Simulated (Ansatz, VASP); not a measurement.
BN: VASP beside Ansatz

The input INCAR:

```
SYSTEM = BN
PREC     = Accurate       ! precision mode
ENCUT    = 520            ! plane-wave cutoff, eV
EDIFF    = 1E-8           ! SCF threshold, eV
ISMEAR   = -1             ! smearing method
SIGMA    = 0.02           ! smearing width, eV
LREAL    = .FALSE.        ! projectors in reciprocal space
LASPH    = .TRUE.         ! aspherical terms in the spheres
NELM     = 60             ! most SCF steps
ALGO     = Normal         ! electronic algorithm
ISIF     = 2              ! what is computed and relaxed
LWAVE    = .FALSE.        ! write WAVECAR
LCHARG   = .FALSE.        ! write CHGCAR
LEFG     = .TRUE.       
NBANDS   = 11             ! bands
```

File KPOINTS:

```
Automatic mesh
0
G
  11 11 11
  0 0 0
```

Contents of POSCAR:

```
BN
1.0
   -0.0180750000      1.7984625000      1.7984625000
    1.7984625000     -0.0180750000      1.7984625000
    1.7984625000      1.7984625000     -0.0180750000
B N
1 1
Direct
    0.0000000000      0.0000000000      0.0000000000
    0.7500000000      0.7500000000      0.7500000000
```

Input for Ansatz:

```yaml
crystal:
  lattice:
    - [-0.018075, 1.7984625, 1.7984625]
    - [1.7984625, -0.018075, 1.7984625]
    - [1.7984625, 1.7984625, -0.018075]
  atoms:
    - { symbol: B, position: [0.0, 0.0, 0.0] }
    - { symbol: "N", position: [0.75, 0.75, 0.75] }
kpoints:
  mp_grid: { grid: [11, 11, 11] }
scf:
  occupations: { method: fermi_dirac, width: 0.02 }
hamiltonian:
  xc: lda
  pseudopotentials: { kind: paw }
output:
  forces: true
  stress: true
  eigenvalues: true
  efg: { contact_densities: true }
```

Change from the starting cell: equal xy, yz and zx shear strains of -1 %, PAW files.

Alike in both runs: task electric field gradients; functional LDA; k mesh 11 × 11 × 11; occupations fermi-dirac, width 0.02 eV; no spin polarisation.

|  | VASP | Ansatz |
| --- | --- | --- |
| version | VASP 6.6.1 | Ansatz 0.2.0 |
| potentials or method | VASP PAW LDA potentials, release 64 (B, N) | PAW with Ansatz's default frozen-core files, scalar-relativistic |
| plane-wave cutoff (eV) | 520 | 420 |
| valence electrons in the cell | 8 | 8 |

```csv
,VASP,Ansatz,Ansatz less VASP
gap on the k mesh at the Fermi level (eV),4.41,4.42,+0.015
pressure (GPa),-10.0,-10.8,-0.88
largest component of the traceless stress (GPa),4.52,4.50,-0.026
rms of the force components (eV/Å),0.022,0.020,-0.0019
Vzz of the field gradient on the site that differs most (V/Å²),-1.3,-1.1,+0.15
```

Atom by atom the forces differ by 0.002 eV/Å (rms over components).

Caveats: an odd mesh through Γ misses points on the zone boundary, where band edges often lie.
